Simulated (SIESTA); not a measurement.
The system is WSe, a slab with vacuum.

```xyz
4
Lattice="3.3179 0.0000 0.0000 -1.6590 2.8734 0.0000 0.0000 0.0000 31.6581" Properties=species:S:1:pos:R:3 pbc="T T T"
W     0.0000    0.0000    7.5000
Se    0.0000    1.9156    9.1623
Se    0.0000    1.9156   22.4959
W     0.0000    0.0000   24.1581
```

Base run:

```yaml
Program: SIESTA 5.4.2
Functional: PBE
Potentials_or_basis: PseudoDojo 0.4 standard (PBE files)
Basis: SZP (energy shift 0.003 Ry)
Grid_cutoff: 800 Ry
Energy_shift: 0.003 Ry
k_mesh: 9 × 9 × 1
Occupations: fermi-dirac, width 0.05 eV
Spin: no spin polarisation
```

Its results: band gap on the k mesh 0.31 eV, indirect (least direct gap 0.41 eV); largest force 1.184 eV/Å.

Task: The run is repeated on the same cell with these changes: basis from SZP (energy shift 0.003 Ry) to SZ (energy shift 0.003 Ry). What comes out?

Result: Band gap on the k mesh none (metal or under the smearing width); largest force 1.465 eV/Å.

Caveats: the basis of atomic orbitals isn't converged, which shifts pressures, moduli and gaps; spin-orbit coupling is left out, which moves the levels of the heavy elements (some runs); the basis has no polarisation orbitals (some runs).

A k mesh can miss the band edges.
